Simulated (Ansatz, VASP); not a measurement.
**In3GaP2: VASP beside Ansatz**

```
CELL_PARAMETERS angstrom
5.39314 0.00000 0.00000
0.00000 5.39314 0.00000
0.00000 0.00000 5.38459
ATOMIC_POSITIONS crystal
In 0.50000 0.50000 0.50000
In 0.50000 0.00000 0.00000
In 0.00000 0.50000 0.00000
Ga 0.00000 0.00000 0.50000
P 0.50000 0.50000 0.00000
P 0.00000 0.00000 0.00000
```

Alike in both runs: functional PBE; k mesh 4 × 4 × 4; occupations gaussian, width 0.1 eV; no spin polarisation.

Ansatz relaxed the structure, and its values are those at the end. VASP's run is a single point on that final structure, the one shown.

|  | VASP | Ansatz |
| --- | --- | --- |
| version | VASP 6.6.1 | Ansatz 0.2.0 |
| potentials or method | VASP PAW PBE potentials, release 64 (In_d, Ga_d, P) | scalar-relativistic, plane waves, PAW |
| plane-wave cutoff (eV) | 520 | 420 |
| valence electrons in the cell | 62 | 62 |

```csv
,VASP,Ansatz,Ansatz less VASP
gap on the k mesh at the Fermi level (eV),none,none,-
pressure (GPa),-0.1,0.0,+0.02
```

A gap of «none» marks a metal or a gap that the smearing closes. The functional is the same, so the differences come from potentials, cutoffs and numerics.
